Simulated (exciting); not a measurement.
Write the native input for exciting (release sodium) that does the following.

- Task: band structure
- Functional: LDA
- Potentials or basis: all-electron LAPW+lo, shipped species files, valence relativity iora*
- rgkmax: 9
- k mesh: 12 × 12 × 12
- Occupations: fermi-dirac, width 0.05 eV
- Spin: no spin polarisation
- outputlevel: high
- gmaxvr (cutoff of density and potential): 14 1/bohr
- lmaxapw (and lmaxmat): 10
- lmaxvr: 8
- nempty: 12
- Valence relativity: iora*
- epsengy: 1e-05 Ha
- epspot: 1e-05 Ha
- maxscl: 60
- Muffin-tin radii: Pd 2.3 bohr

Pd:

```
Pd
1.0
     0.00000    1.94650    1.94650
     1.94650    0.00000    1.94650
     1.94650    1.94650    0.00000
Pd
1
Direct
  0.00000 0.00000 0.00000
```

These files were run (other wordings do the same):

input.xml

```xml
<input>
  <title>Pd</title>
  <structure speciespath="./" tshift="false">
    <crystal scale="1">
      <basevect>0.000000000000 3.678351901584 3.678351901584</basevect>
      <basevect>3.678351901584 0.000000000000 3.678351901584</basevect>
      <basevect>3.678351901584 3.678351901584 0.000000000000</basevect>
    </crystal>
    <species speciesfile="Pd.xml" rmt="2.3">
      <atom coord="0.000000000000 0.000000000000 0.000000000000"/>
    </species>
  </structure>
  <groundstate do="fromscratch" ngridk="12 12 12" rgkmax="9" gmaxvr="14" lmaxapw="10" lmaxmat="10" lmaxvr="8" xctype="LDA_PW" stype="Fermi Dirac" swidth="0.00183747" nempty="12" ValenceRelativity="iora*" epsengy="1e-05" epspot="1e-05" maxscl="60" outputlevel="high"/>
  <properties>
    <bandstructure>
      <plot1d>
        <path steps="80">
          <point coord="0 0 0" label="G"/>
          <point coord="0.5 0 0.5" label="X"/>
          <point coord="0.5 0.25 0.75" label="W"/>
          <point coord="0.375 0.375 0.75" label="K"/>
          <point coord="0 0 0" label="G"/>
          <point coord="0.5 0.5 0.5" label="L"/>
          <point coord="0.625 0.25 0.625" label="U"/>
          <point coord="0.5 0.25 0.75" label="W"/>
          <point coord="0.5 0.5 0.5" label="L"/>
          <point coord="0.375 0.375 0.75" label="K" breakafter="true"/>
          <point coord="0.625 0.25 0.625" label="U"/>
          <point coord="0.5 0 0.5" label="X"/>
        </path>
      </plot1d>
    </bandstructure>
  </properties>
</input>
```

Potentials or basis: all-electron LAPW+lo, shipped species files, valence relativity iora*.

Launch:

```sh
$ OMP_NUM_THREADS=1 exciting_smp
```

Results of the run:

* Band gap on the k mesh: none (metal or under the smearing width)
* All electrons inside the program's atomic spheres: Pd 44.27 (radii Pd 2.3 bohr)

Caveat: the log's total energy holds no entropy term; the free energy is that total less TS from the occupations.

Wall time 19 s on 1 thread of Arm Neoverse V2, with other jobs on the host, peak memory 0.09 GiB.
